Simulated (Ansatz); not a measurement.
# Site preference of a vacancy of Si in amorphous Si (76 atoms), part 2 of 3

Aim: make a vacancy of Si at several sites of amorphous Si (76 atoms), relax each, and compare their energies.

Ansatz 0.2.0; Kohn-Sham DFT, PBEsol, PAW (set soft_2), plane waves.

The cell: 76 Si. The quench rate of 50 K/ps is many orders above laboratory rates. The starting topology of bonds comes from the classical model. Sampling is at Γ alone, for a cell whose shortest periodic width is 12 Å.

So far. Step 2 (Single point at the start): The r.m.s. force at the start is 0.22 eV/Å. Step 3 (Relaxation): The relaxation converged after 6 steps, 1.29 eV below its start, with a largest force component of 0.029 eV/Å.

**5. Vacancy of Si, site Si50**

The site has 4 bonded neighbours (Si4) at 2.38 Å on average, by cutoffs that count no bonds between two metal atoms or like ions. The change is made in the relaxed cell and the atoms are relaxed again.

Contents of input.yaml:

```yaml
crystal:
  lattice:
    - [11.6597, 0.0, 0.0]
    - [0.0, 11.6597, 0.0]
    - [0.0, 0.0, 11.6597]
  atoms:
    [... atom lines 1 to 46 left out ...]
    - { symbol: Si, position: [0.8699, 0.23197, 0.72204] }
    - { symbol: Si, position: [0.42632, 0.72044, 0.07102] }
    - { symbol: Si, position: [0.06304, 0.96312, 0.73552] }
    - { symbol: Si, position: [0.87576, 0.50177, 0.67715] }
    - { symbol: Si, position: [0.17406, 0.63117, 0.22755] }
    - { symbol: Si, position: [0.93382, 0.06414, 0.27966] }
    - { symbol: Si, position: [0.50743, 0.20603, 0.99469] }
    [... atom lines 54 to 75 left out ...]
kpoints:
  mp_grid: { grid: [1, 1, 1] }
hamiltonian:
  xc: pbesol
scf:
  occupations: { method: gaussian, width: 0.025 }
output:
  forces: true
  eigenvalues: true
relax:
  f_tol: 0.05
  max_steps: 90
```

Started as:

```
$ ansatz run input.yaml --threads 4 --pin off --max-ram 8192MiB --backend cpu --events-out ev --progress --plain --runs-dir out
```

Numbers of over 12 decimals in the logs are rounded to 6 here.

The log of the run:

```text
[...]
Crystal: 75 atoms, lattice volume = 1585.120 Å³
Basis set: ecut = 420 eV, 31103 PW (Γ), exchange–correlation on 160×160×160 points (8 copies of the dense FFT grid, shifted against one another)
Bands: 225, of which v1, the nominal top of the filled ones, is band 150 counted from 1 (149 counted from 0)
Symmetry: 1 space group operations
[...]
k-points: 1
[...]
SCF iter   1: F=—  HF=-46591.531317 eV  |F-HF|=—  |Δ(HF+E_count)|=         —  Δρ=3.87e-3  dr2=6.01e-1  ethr=1.77e-3  ⟨swp⟩=6.0  Hψ=1039  notcnv=0  defer=34
[...]
SCF iter   5: F=—  HF=-46591.430179 eV  |F-HF|=—  |Δ(HF+E_count)|=   9.39e-5  Δρ=3.59e-5  dr2=9.68e-5  ethr=1.48e-7  ⟨swp⟩=3.0  Hψ=360  notcnv=0  defer=69
SCF iter   6: F=-46591.430187 eV  HF=-46591.430188 eV  |F-HF|=1.71e-6  |Δ(HF+E_count)|=   8.88e-6  Δρ=1.34e-5  dr2=9.10e-6  ethr=2.08e-8  ⟨swp⟩=14.0  Hψ=1319  notcnv=0
SCF 1 converged in 6 iterations: F = -46591.430187 eV  dr2 = 9.10e-6
[...]
relax step   1: F+E_penalty+E_count = -46591.43018660 eV  Δ(F+E_penalty+E_count) = +0.000e0 eV  max|allowed force component| = 1.298e0 eV/Å  Δτ_max = 0.0000 Å  (6 SCF iters, dr2 threshold 6.25e-5 eV, accepted)
[...]
relax step   2: F+E_penalty+E_count = -46592.12940806 eV  Δ(F+E_penalty+E_count) = -6.992e-1 eV  max|allowed force component| = 1.093e0 eV/Å  Δτ_max = 0.1949 Å  (6 SCF iters, dr2 threshold 1.00e-4 eV, accepted)
[...]
relax step   3: F+E_penalty+E_count = -46592.56394109 eV  Δ(F+E_penalty+E_count) = -4.345e-1 eV  max|allowed force component| = 4.601e-1 eV/Å  Δτ_max = 0.1950 Å  (6 SCF iters, dr2 threshold 7.47e-5 eV, accepted)
relax step   4: F+E_penalty+E_count = -46592.84443150 eV  Δ(F+E_penalty+E_count) = -2.805e-1 eV  max|allowed force component| = 3.360e-1 eV/Å  Δτ_max = 0.1990 Å  (6 SCF iters, dr2 threshold 3.75e-5 eV, accepted)
relax step   5: F+E_penalty+E_count = -46593.05810566 eV  Δ(F+E_penalty+E_count) = -2.137e-1 eV  max|allowed force component| = 4.639e-1 eV/Å  Δτ_max = 0.1950 Å  (6 SCF iters, dr2 threshold 2.00e-5 eV, accepted)
relax step   6: F+E_penalty+E_count = -46593.20795606 eV  Δ(F+E_penalty+E_count) = -1.499e-1 eV  max|allowed force component| = 1.865e-1 eV/Å  Δτ_max = 0.1936 Å  (6 SCF iters, dr2 threshold 1.00e-4 eV, accepted)
relax step   7: F+E_penalty+E_count = -46593.27007150 eV  Δ(F+E_penalty+E_count) = -6.212e-2 eV  max|allowed force component| = 1.564e-1 eV/Å  Δτ_max = 0.1021 Å  (7 SCF iters, dr2 threshold 5.63e-6 eV, accepted)
relax step   8: F+E_penalty+E_count = -46593.33258606 eV  Δ(F+E_penalty+E_count) = -6.251e-2 eV  max|allowed force component| = 1.805e-1 eV/Å  Δτ_max = 0.1849 Å  (7 SCF iters, dr2 threshold 3.95e-6 eV, accepted)
relax step   9: F+E_penalty+E_count = -46593.36445467 eV  Δ(F+E_penalty+E_count) = -3.187e-2 eV  max|allowed force component| = 9.013e-2 eV/Å  Δτ_max = 0.1019 Å  (6 SCF iters, dr2 threshold 2.29e-5 eV, accepted)
[...]
relax step  10: F+E_penalty+E_count = -46593.37768042 eV  Δ(F+E_penalty+E_count) = -1.323e-2 eV  max|allowed force component| = 3.843e-2 eV/Å  Δτ_max = 0.0373 Å  (8 SCF iters, accepted)
SCF converged after 8 iterations
Free energy (F): -46593.377680 eV
[...]
Internal energy: -46593.377680 eV  (E = F + TS)
E sigma→0 (E₀):  -46593.377680 eV
Fermi energy:    5.728220 eV
[...]
Σ components = -46593.377680   (vs F -46593.377680, Δ=0.00e0)
--- Forces (eV/Å), atoms counted from 1 ---
  atom   1  Si    -0.01001861     0.01085123    -0.00805963
  atom   2  Si     0.00885057     0.00597339    -0.00476165
  atom   3  Si    -0.02280906    -0.00014760     0.00328047
  atom   4  Si    -0.00370165     0.00790122     0.00547650
[...]
atom  75  Si    -0.00143617     0.00711774    -0.00008507
  max |Σ_I F_I| component: 7.60e-6 eV/Å
--- Band table (eV) ---
[...]
--- Relaxed structure (10 steps of the walk, 10 accepted, 0 SCFs on fresh bases) ---
  F+E_penalty+E_count = -46593.37768042 eV   max|allowed force component| = 3.843e-2 eV/Å
  atoms:
    - { symbol: Si, position: [0.858225, 0.886058, 0.240585] }
    - { symbol: Si, position: [0.792680, 0.185748, 0.208499] }
    - { symbol: Si, position: [0.666301, 0.258935, 0.945286] }
    - { symbol: Si, position: [0.986573, 0.373036, 0.397649] }
[...]
- { symbol: Si, position: [0.324550, 0.798216, 0.816106] }
```

It took 75 s on 4 threads of Arm Neoverse V2, shared host; peak memory 1.4 GiB; 4.8 min of CPU time.

The relaxation converged after 10 steps, 1.95 eV below its start, with a largest force component of 0.038 eV/Å.

The surroundings of the place of the removed atom, after relaxation: 14 atoms, nearest first, with positions taken from that point. Atoms keep their numbers of the cell before the removal, where the removed atom was number 50.

| atom | x | y | z | distance (Å) | bonds |
| --- | --- | --- | --- | --- | --- |
| Si70 | -1.18 | 0.89 | 0.19 | 1.49 | 5 |
| Si72 | 0.90 | 1.50 | 1.41 | 2.25 | 4 |
| Si64 | -0.19 | 0.75 | -2.14 | 2.27 | 4 |
| Si57 | 0.10 | -1.58 | -1.81 | 2.40 | 4 |
| Si26 | 0.26 | -2.61 | 0.32 | 2.64 | 4 |
| Si17 | -3.04 | -0.40 | -0.59 | 3.13 | 4 |
| Si1 | 0.71 | 3.31 | -0.06 | 3.38 | 4 |
| Si38 | -2.13 | 1.10 | 2.43 | 3.42 | 4 |
| Si7 | 3.13 | 0.83 | 1.68 | 3.65 | 4 |
| Si5 | 1.19 | 2.64 | -2.27 | 3.68 | 4 |
| Si30 | -1.22 | -2.87 | 2.16 | 3.79 | 4 |
| Si63 | -1.71 | 3.43 | 0.06 | 3.84 | 5 |
| Si62 | -2.31 | -1.81 | -2.50 | 3.85 | 5 |
| Si4 | 2.21 | -2.67 | 1.77 | 3.89 | 4 |

The column of bonds counts only the pairs Si-Si within 2.77 Å; other neighbours, such as metal atoms beside each other in a compound, aren't counted, and periodic images can show an atom twice.

The largest move is 0.93 Å, by Si70.

**6. Vacancy of Si, site Si29**

The site has 5 bonded neighbours (Si5) at 2.55 Å on average. 

Input and log are left out; they have the form of those shown for this kind of step.

Elapsed: 66 s, on 4 threads of Arm Neoverse V2, shared host; peak memory 1.4 GiB; 4.3 min of CPU time.

The relaxation converged after 9 steps, 0.990 eV below its start, with a largest force component of 0.025 eV/Å.

**7. Vacancy of Si, site Si71**

The site has 4 bonded neighbours (Si4) at 2.39 Å on average. 

Input and log are left out; they have the form of those shown for this kind of step.

Elapsed: 73 s, on 4 threads of Arm Neoverse V2, shared host; peak memory 1.4 GiB.

The relaxation converged after 10 steps, 2.44 eV below its start, with a largest force component of 0.035 eV/Å.

The surroundings of the place of the removed atom, after relaxation: 10 atoms, nearest first, with positions taken from that point. Atoms keep their numbers of the cell before the removal, where the removed atom was number 71.

| atom | x | y | z | distance (Å) | bonds |
| --- | --- | --- | --- | --- | --- |
| Si46 | -1.39 | 0.00 | 0.96 | 1.69 | 3 |
| Si54 | 1.48 | -1.45 | -0.42 | 2.11 | 4 |
| Si62 | 2.15 | 0.86 | -0.01 | 2.32 | 4 |
| Si18 | -1.70 | 1.34 | -1.06 | 2.41 | 4 |
| Si17 | 1.20 | 2.37 | 1.64 | 3.13 | 4 |
| Si43 | -0.79 | 1.61 | 2.62 | 3.18 | 4 |
| Si13 | -0.07 | 3.01 | -1.68 | 3.45 | 4 |
| Si74 | 0.75 | -3.21 | 1.05 | 3.46 | 4 |
| Si22 | 0.79 | -2.34 | -2.49 | 3.51 | 4 |
| Si61 | 2.06 | 1.96 | -2.16 | 3.57 | 4 |

The column of bonds counts only the pairs Si-Si within 2.83 Å; other neighbours, such as metal atoms beside each other in a compound, aren't counted, and periodic images can show an atom twice.

The largest move is 1.16 Å, by Si46.

**8. Vacancy of Si, site Si32**

The site has 4 bonded neighbours (Si4) at 2.39 Å on average. 

Input and log are left out; they have the form of those shown for this kind of step.

Wall time 2.7 min (4 threads of Arm Neoverse V2, shared host); peak memory 1.4 GiB.

The relaxation converged after 22 steps, 2.00 eV below its start, with a largest force component of 0.028 eV/Å.

The surroundings of the place of the removed atom, after relaxation: 11 atoms, nearest first, with positions taken from that point. Atoms keep their numbers of the cell before the removal, where the removed atom was number 32.

| atom | x | y | z | distance (Å) | bonds |
| --- | --- | --- | --- | --- | --- |
| Si73 | 0.52 | 0.32 | 1.13 | 1.29 | 4 |
| Si48 | 1.46 | -0.36 | -1.05 | 1.84 | 5 |
| Si52 | -0.90 | -1.72 | 1.06 | 2.21 | 4 |
| Si8 | -0.25 | 0.79 | -2.37 | 2.51 | 4 |
| Si12 | 0.35 | 2.71 | 1.17 | 2.98 | 3 |
| Si44 | -2.12 | -0.64 | -2.29 | 3.18 | 4 |
| Si17 | 2.46 | -2.15 | 0.35 | 3.29 | 4 |
| Si25 | -1.63 | -2.70 | -1.16 | 3.36 | 4 |
| Si40 | 3.23 | 1.18 | -1.11 | 3.61 | 4 |
| Si43 | 0.85 | -3.15 | 1.75 | 3.70 | 4 |
| Si29 | 1.65 | 0.34 | 3.34 | 3.74 | 4 |

The column of bonds counts only the pairs Si-Si within 2.88 Å; other neighbours, such as metal atoms beside each other in a compound, aren't counted, and periodic images can show an atom twice.

The largest move is 1.27 Å, by Si29.

**9. Vacancy of Si, site Si27**

The site has 4 bonded neighbours (Si4) at 2.37 Å on average. 

input.yaml, the sections that differ from step 5:

```yaml
crystal:
  lattice:
    - [11.6597, 0.0, 0.0]
    - [0.0, 11.6597, 0.0]
    - [0.0, 0.0, 11.6597]
  atoms:
    [... atom lines 1 to 23 left out ...]
    - { symbol: Si, position: [0.03647, 0.7635, 0.75932] }
    - { symbol: Si, position: [0.11155, 0.55641, 0.04458] }
    - { symbol: Si, position: [0.81366, 0.39318, 0.26721] }
    - { symbol: Si, position: [0.93639, 0.07104, 0.47782] }
    - { symbol: Si, position: [0.5091, 0.86493, 0.42287] }
    - { symbol: Si, position: [0.69549, 0.35326, 0.42989] }
    - { symbol: Si, position: [0.11924, 0.00404, 0.54713] }
    [... atom lines 31 to 75 left out ...]
# kpoints, hamiltonian, scf, output, relax: as in step 5
```

The log of the run:

```text
[...]
Crystal: 75 atoms, lattice volume = 1585.120 Å³
Basis set: ecut = 420 eV, 31103 PW (Γ), exchange–correlation on 160×160×160 points (8 copies of the dense FFT grid, shifted against one another)
Bands: 225, of which v1, the nominal top of the filled ones, is band 150 counted from 1 (149 counted from 0)
Symmetry: 1 space group operations
[...]
k-points: 1
[...]
SCF iter   1: F=—  HF=-46589.876078 eV  |F-HF|=—  |Δ(HF+E_count)|=         —  Δρ=4.35e-3  dr2=9.08e-1  ethr=1.77e-3  ⟨swp⟩=6.0  Hψ=1042  notcnv=0  defer=36
[...]
SCF iter   5: F=—  HF=-46589.720118 eV  |F-HF|=—  |Δ(HF+E_count)|=   1.11e-4  Δρ=4.28e-5  dr2=1.03e-4  ethr=2.76e-7  ⟨swp⟩=3.0  Hψ=290  notcnv=0  defer=70
SCF iter   6: F=-46589.720138 eV  HF=-46589.720138 eV  |F-HF|=5.75e-7  |Δ(HF+E_count)|=   2.02e-5  Δρ=1.33e-5  dr2=9.15e-6  ethr=2.08e-8  ⟨swp⟩=14.0  Hψ=1358  notcnv=0
SCF 1 converged in 6 iterations: F = -46589.720138 eV  dr2 = 9.15e-6
[...]
relax step   1: F+E_penalty+E_count = -46589.72013769 eV  Δ(F+E_penalty+E_count) = +0.000e0 eV  max|allowed force component| = 7.374e-1 eV/Å  Δτ_max = 0.0000 Å  (6 SCF iters, dr2 threshold 6.25e-5 eV, accepted)
[...]
relax step   2: F+E_penalty+E_count = -46590.15522406 eV  Δ(F+E_penalty+E_count) = -4.351e-1 eV  max|allowed force component| = 6.744e-1 eV/Å  Δτ_max = 0.1946 Å  (6 SCF iters, dr2 threshold 3.40e-5 eV, accepted)
[...]
relax step   3: F+E_penalty+E_count = -46590.44799584 eV  Δ(F+E_penalty+E_count) = -2.928e-1 eV  max|allowed force component| = 4.424e-1 eV/Å  Δτ_max = 0.1972 Å  (6 SCF iters, dr2 threshold 2.84e-5 eV, accepted)
relax step   4: F+E_penalty+E_count = -46590.59595537 eV  Δ(F+E_penalty+E_count) = -1.480e-1 eV  max|allowed force component| = 5.693e-1 eV/Å  Δτ_max = 0.1981 Å  (6 SCF iters, dr2 threshold 8.42e-5 eV, accepted)
relax step   5: F+E_penalty+E_count = -46590.71510761 eV  Δ(F+E_penalty+E_count) = -1.192e-1 eV  max|allowed force component| = 2.825e-1 eV/Å  Δτ_max = 0.1462 Å  (6 SCF iters, dr2 threshold 1.00e-4 eV, accepted)
relax step   6: F+E_penalty+E_count = -46590.80341041 eV  Δ(F+E_penalty+E_count) = -8.830e-2 eV  max|allowed force component| = 1.903e-1 eV/Å  Δτ_max = 0.1950 Å  (7 SCF iters, dr2 threshold 1.97e-5 eV, accepted)
relax step   7: F+E_penalty+E_count = -46590.86410229 eV  Δ(F+E_penalty+E_count) = -6.069e-2 eV  max|allowed force component| = 1.810e-1 eV/Å  Δτ_max = 0.1010 Å  (7 SCF iters, dr2 threshold 8.92e-6 eV, accepted)
relax step   8: F+E_penalty+E_count = -46590.89277982 eV  Δ(F+E_penalty+E_count) = -2.868e-2 eV  max|allowed force component| = 1.841e-1 eV/Å  Δτ_max = 0.1718 Å  (7 SCF iters, dr2 threshold 1.49e-5 eV, accepted)
relax step   9: F+E_penalty+E_count = -46590.91532051 eV  Δ(F+E_penalty+E_count) = -2.254e-2 eV  max|allowed force component| = 1.274e-1 eV/Å  Δτ_max = 0.0888 Å  (6 SCF iters, dr2 threshold 3.07e-5 eV, accepted)
relax step  10: F+E_penalty+E_count = -46590.92153235 eV  Δ(F+E_penalty+E_count) = -6.212e-3 eV  max|allowed force component| = 1.134e-1 eV/Å  Δτ_max = 0.0397 Å  (6 SCF iters, dr2 threshold 7.78e-6 eV, accepted)
relax step  11: F+E_penalty+E_count = -46590.92806200 eV  Δ(F+E_penalty+E_count) = -6.530e-3 eV  max|allowed force component| = 5.706e-2 eV/Å  Δτ_max = 0.0481 Å  (6 SCF iters, dr2 threshold 6.16e-6 eV, accepted)
relax step  12: F+E_penalty+E_count = -46590.93958544 eV  Δ(F+E_penalty+E_count) = -1.152e-2 eV  max|allowed force component| = 8.531e-2 eV/Å  Δτ_max = 0.1776 Å  (9 SCF iters, accepted)
relax step  13: F+E_penalty+E_count = -46590.95069163 eV  Δ(F+E_penalty+E_count) = -1.111e-2 eV  max|allowed force component| = 2.154e-1 eV/Å  Δτ_max = 0.1950 Å  (9 SCF iters, accepted)
relax step  14: F+E_penalty+E_count = -46590.98094864 eV  Δ(F+E_penalty+E_count) = -3.026e-2 eV  max|allowed force component| = 2.979e-1 eV/Å  Δτ_max = 0.1925 Å  (6 SCF iters, dr2 threshold 4.64e-5 eV, accepted)
relax step  15: F+E_penalty+E_count = -46591.04036080 eV  Δ(F+E_penalty+E_count) = -5.941e-2 eV  max|allowed force component| = 2.558e-1 eV/Å  Δτ_max = 0.1952 Å  (6 SCF iters, dr2 threshold 8.88e-5 eV, accepted)
relax step  16: F+E_penalty+E_count = -46591.07010478 eV  Δ(F+E_penalty+E_count) = -2.974e-2 eV  max|allowed force component| = 4.035e-1 eV/Å  Δτ_max = 0.1942 Å  (6 SCF iters, dr2 threshold 4.83e-5 eV, accepted)
relax step  17: F+E_penalty+E_count = -46591.09995284 eV  Δ(F+E_penalty+E_count) = -2.985e-2 eV  max|allowed force component| = 1.762e-1 eV/Å  Δτ_max = 0.0727 Å  (5 SCF iters, dr2 threshold 1.00e-4 eV, accepted)
relax step  18: F+E_penalty+E_count = -46591.12837420 eV  Δ(F+E_penalty+E_count) = -2.842e-2 eV  max|allowed force component| = 1.266e-1 eV/Å  Δτ_max = 0.0621 Å  (6 SCF iters, dr2 threshold 5.92e-6 eV, accepted)
relax step  19: F+E_penalty+E_count = -46591.14163982 eV  Δ(F+E_penalty+E_count) = -1.327e-2 eV  max|allowed force component| = 8.000e-2 eV/Å  Δτ_max = 0.0586 Å  (6 SCF iters, dr2 threshold 3.06e-6 eV, accepted)
relax step  20: F+E_penalty+E_count = -46591.14720043 eV  Δ(F+E_penalty+E_count) = -5.561e-3 eV  max|allowed force component| = 5.990e-2 eV/Å  Δτ_max = 0.0413 Å  (6 SCF iters, dr2 threshold 2.56e-6 eV, accepted)
relax step  21: F+E_penalty+E_count = -46591.15906069 eV  Δ(F+E_penalty+E_count) = -1.186e-2 eV  max|allowed force component| = 4.968e-2 eV/Å  Δτ_max = 0.1184 Å  (9 SCF iters, accepted)
relax step  22: F+E_penalty+E_count = -46591.16503444 eV  Δ(F+E_penalty+E_count) = -5.974e-3 eV  max|allowed force component| = 8.634e-2 eV/Å  Δτ_max = 0.1938 Å  (9 SCF iters, accepted)
relax step  23: F+E_penalty+E_count = -46591.17431324 eV  Δ(F+E_penalty+E_count) = -9.279e-3 eV  max|allowed force component| = 4.870e-2 eV/Å  Δτ_max = 0.0783 Å  (5 SCF iters, dr2 threshold 5.13e-6 eV, accepted)
[...]
relax step  24: F+E_penalty+E_count = -46591.17431487 eV  Δ(F+E_penalty+E_count) = -1.629e-6 eV  max|allowed force component| = 4.850e-2 eV/Å  Δτ_max = 0.0000 Å  (4 SCF iters, accepted)
SCF converged after 4 iterations
Free energy (F): -46591.174315 eV
[...]
Internal energy: -46591.174315 eV  (E = F + TS)
E sigma→0 (E₀):  -46591.174315 eV
Fermi energy:    5.726210 eV
[...]
Σ components = -46591.174315   (vs F -46591.174315, Δ=0.00e0)
--- Forces (eV/Å), atoms counted from 1 ---
  atom   1  Si     0.00329152     0.00104759     0.00158184
  atom   2  Si    -0.00114815     0.00110324     0.00190160
  atom   3  Si     0.00529334     0.01690630     0.01600846
  atom   4  Si    -0.00603688     0.02429542     0.00329611
[...]
atom  75  Si     0.00458989     0.00736599     0.00165117
  max |Σ_I F_I| component: 3.99e-5 eV/Å
--- Band table (eV) ---
[...]
--- Relaxed structure (24 steps of the walk, 24 accepted, 0 SCFs on fresh bases) ---
  F+E_penalty+E_count = -46591.17431487 eV   max|allowed force component| = 4.850e-2 eV/Å
  atoms:
    - { symbol: Si, position: [0.860649, 0.890752, 0.243126] }
    - { symbol: Si, position: [0.791766, 0.189634, 0.200588] }
    - { symbol: Si, position: [0.710566, 0.254719, 0.949107] }
    - { symbol: Si, position: [0.984502, 0.367815, 0.395732] }
[...]
- { symbol: Si, position: [0.324465, 0.809636, 0.811035] }
```

Elapsed: 2.9 min, on 4 threads; peak memory 1.4 GiB.

The relaxation converged after 24 steps, 1.45 eV below its start, with a largest force component of 0.049 eV/Å.

[end of part 2 of 3]

[Logs are printed without paths, hosts, clocks, repeated set-up lines and the standing remarks that a program may print on its own settings, such as how far it seeks lower states.]

[Hosts, paths, dates, database ids (printed as entryN), source tags and the programs' standing remarks are cut or masked in the printed files.]
